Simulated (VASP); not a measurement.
Runs of VASP 6.6.1 on Rb. Symmetry: I4/mmm, No. 139, tetragonal system. The conventional cell has a = 5.909 Å, b = 5.909 Å, c = 5.462 Å, α = 90.00°, β = 90.00°, γ = 90.00°. This isn't the form of Rb at room conditions, which is bcc.

| task | level | potentials or basis | spin | fixed moment (μB) | cell | cutoff (eV) | smearing | optimiser | other keys | gap on the mesh (eV) | pressure (GPa) | moment (μB) |
| --- | --- | --- | --- | --- | --- | --- | --- | --- | --- | --- | --- | --- |
| single point | RPBE | VASP PAW PBE potentials, release 64 (Rb_sv) | off | - | as given | 520 | gaussian 0.1 eV | - | - | none | 0.1 | - |
| hyperfine couplings | PBE+D3(BJ) | VASP PAW PBE potentials, release 64 (Rb_sv) | collinear, random start | 1 | volume scaled by 1.08 | 520 | methfessel-paxton 0.1 eV | - | - | - | -0.2 | 1.00 |
| single point | PBE | VASP PAW PBE potentials, release 64 (Rb_sv) | off | - | as given | 520 | gaussian 0.05 eV | - | - | none | -0.1 | - |
| single point | rev-vdW-DF2 | VASP PAW PBE potentials, release 64 (Rb_pv) | collinear, ferromagnetic start | - | as given | 500 | methfessel-paxton 0.1 eV | - | - | none | -0.3 | (a) |
| single point | PBE | VASP PAW PBE potentials, release 64 (Rb_sv) | off | - | cell strained at random at fixed volume | 520 | fermi-dirac 0.05 eV | - | - | none | -0.1 | - |
| electrostatic potential | PBEsol | VASP PAW PBE potentials, release 64 (Rb_sv) | off | - | cell strained at random at fixed volume | 520 | fermi-dirac 0.01 eV | - | ISMEAR = -1; SIGMA = 0.01 | none | -0.3 | - |
| relaxation of cell and atoms | rev-vdW-DF2 | VASP PAW PBE potentials, release 64 (Rb_sv) | off | - | relaxed | 600 | methfessel-paxton 0.1 eV | vasp | - | none | 0.0 | - |
| single point | PBE | VASP PAW PBE potentials, release 64 (Rb_sv) | off | - | as given | 520 | fermi-dirac 0.05 eV | - | - | none | -0.1 | - |

Alike in all rows: k mesh 7 × 7 × 7.

Task: Estimate the missing entries.

Result: (a) 0.00.

Caveats: the PAW data sets were made with another functional, which shifts forces and pressure a little (some runs); the total moment is fixed, so each spin has its own Fermi level (some runs).

A k mesh can miss the band edges, and the runs leave out spin-orbit coupling on Rb.

A gap of «none» marks a metal or a gap under the smearing width.

The runs don't all hold the same shells in valence.
